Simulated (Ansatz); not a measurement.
N vacancy in GaN

Theory: DFT PBE, scalar-relativistic, plane waves, PAW (Ansatz 0.2.0). Run with 420 eV cutoff, 3×3×3 k-mesh, Gaussian smearing of 0.01 eV, collinear spin in charge 0, +2 alone.

Host crystal, relaxed:

```
CELL_PARAMETERS angstrom
3.21837 0.00000 0.00000
-1.60919 2.78719 0.00000
0.00000 0.00000 5.24317
ATOMIC_POSITIONS crystal
Ga 0.66667 0.33333 0.49913
Ga 0.33333 0.66667 0.99913
N 0.66667 0.33333 0.87587
N 0.33333 0.66667 0.37587
```

Supercell of 16 atoms, rows in host cell vectors: 0 0 1; 2 2 0; -2 0 0. Atoms relax at the host's cell, keeping the symmetry that the supercell leaves at the site. The cell is small, so energies carry finite-size errors of tenths of an eV. The host's Kohn–Sham gap is 1.71 eV.

Defect: N vacancy at (0.667, 0.333, 0.876) of the host cell, charge 0.

Question: Give the relaxed supercell.

Answer:
```
CELL_PARAMETERS angstrom
0.00000 0.00000 5.24317
3.21837 5.57438 0.00000
-6.43674 0.00000 0.00000
ATOMIC_POSITIONS crystal
Ga 0.51378 0.16667 0.33333
Ga 0.49839 0.16580 0.83290
Ga 0.49839 0.66710 0.33420
Ga 0.49839 0.66710 0.83290
Ga 0.99429 0.32980 0.65960
Ga 0.99429 0.32980 0.17020
Ga 0.99948 0.83333 0.66667
Ga 0.99429 0.84040 0.17020
N 0.87548 0.16607 0.83304
N 0.87548 0.66696 0.33393
N 0.87548 0.66696 0.83304
N 0.37694 0.33214 0.66428
N 0.37694 0.33214 0.16786
N 0.37560 0.83333 0.66667
N 0.37694 0.83572 0.16786
```
Around the defect: 1 Ga at 1.90 Å, 3 Ga at 1.92 Å. The run ended with a moment of 0.26 μB, which may not be the ground spin state.